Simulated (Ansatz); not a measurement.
What internal relaxation does to the elastic constants of C

Method: DFT PBE, scalar-relativistic, plane waves, PAW in Ansatz. Cutoff 420 eV, 18×18×6 k-points (Γ-centred), Fermi-Dirac smearing of 0.15 eV. No spin polarisation.

Equilibrium structure at this level:
```
C
1.0
     2.46653    0.00000    0.00000
    -1.23327    2.13608    0.00000
     0.00000    0.00000    8.70049
C
4
Direct
  0.00000 0.00000 0.00250
  0.00000 0.00000 0.50250
  0.33333 0.66667 0.00250
  0.66667 0.33333 0.50250
```

In a metal, frequencies and elastic constants depend on the k mesh and the smearing, soft modes and shear constants most. The crystal is built of layers and no dispersion correction was added, so the binding between them is poorly described, and with it their spacing and whatever depends on it.

Clamped-ion constants (GPa, Voigt order; atoms follow the strain homogeneously):
C11 = 822.2, C12 = 132.3, C13 = -0.2, C22 = 822.2, C23 = -0.2, C33 = 1.6, C44 = 0.1, C55 = 0.1, C66 = 344.9 GPa; the others vanish.

**Question.** What are the constants once the atoms relax in each strained cell?

**Answer.**
```
807.1 147.4  -0.2   0.0   0.0   0.0
147.4 807.1  -0.2   0.0   0.0   0.0
 -0.1  -0.1   1.6   0.0   0.0   0.0
  0.0   0.0   0.0   0.1   0.0   0.0
  0.0   0.0   0.0   0.0   0.1   0.0
  0.0   0.0   0.0   0.0   0.0 329.9
```
The Voigt shear modulus goes from 170.0 to 163.9 GPa and the Voigt bulk modulus doesn't change. Relaxation subtracts ΛᵀK⁻¹Λ/V, with Λ the forces that a strain puts on the atoms and K the zone-centre force constants. At a stable cell this can only lower the diagonal constants, and it acts only for strains that share their symmetry with an optical mode; elsewhere, and where the coupling is weak, the constants hardly move.

The bands only touch here, so at this level the crystal is a zero-gap semiconductor or semimetal, not an ordinary metal.

Cost: 2 runs of about 5.7 core-minutes in all, on AMD EPYC 7R43 (Zen 3) (shared hosts).